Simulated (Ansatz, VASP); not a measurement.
Ir: VASP beside Ansatz

```xyz
2
Lattice="2.7149 0.0000 0.0000 -1.3574 2.3511 0.0000 0.0000 0.0000 4.4334" Properties=species:S:1:pos:R:3 pbc="T T T"
Ir    0.0000    1.5674    1.1083
Ir    1.3574    0.7837    3.3250
```

The cell was built by a generator and needn't be a form met in nature.

Alike in both runs: task relaxation of cell and atoms; functional revPBE; k mesh 13 × 13 × 7; occupations fermi-dirac, width 0.1 eV; no spin polarisation.

|  | VASP | Ansatz |
| --- | --- | --- |
| version | VASP 6.6.1 | Ansatz 0.2.0 |
| potentials or method | VASP PAW PBE potentials, release 64 (Ir) | plane waves (420 eV) with PAW, scalar-relativistic |
| plane-wave cutoff (eV) | 600 | 420 |
| valence electrons in the cell | 18 | 34 |

|  | VASP | Ansatz | Ansatz less VASP |
| --- | --- | --- | --- |
| relaxed volume (Å³/atom) | 14.73 | 14.71 | -0.020 |
| relaxed cell length with the largest relative difference (Å) | 4.473 | 4.470 | -0.0023 |
| energy change over the relaxation (meV/atom) | -26 | -24 | +1.8 |

The two sets of potentials don't hold the same shells in valence.

Caveats: the PAW data sets were made with another functional, which shifts forces and pressure a little (VASP). Spin-orbit coupling is left out, which matters for the levels of Ir.
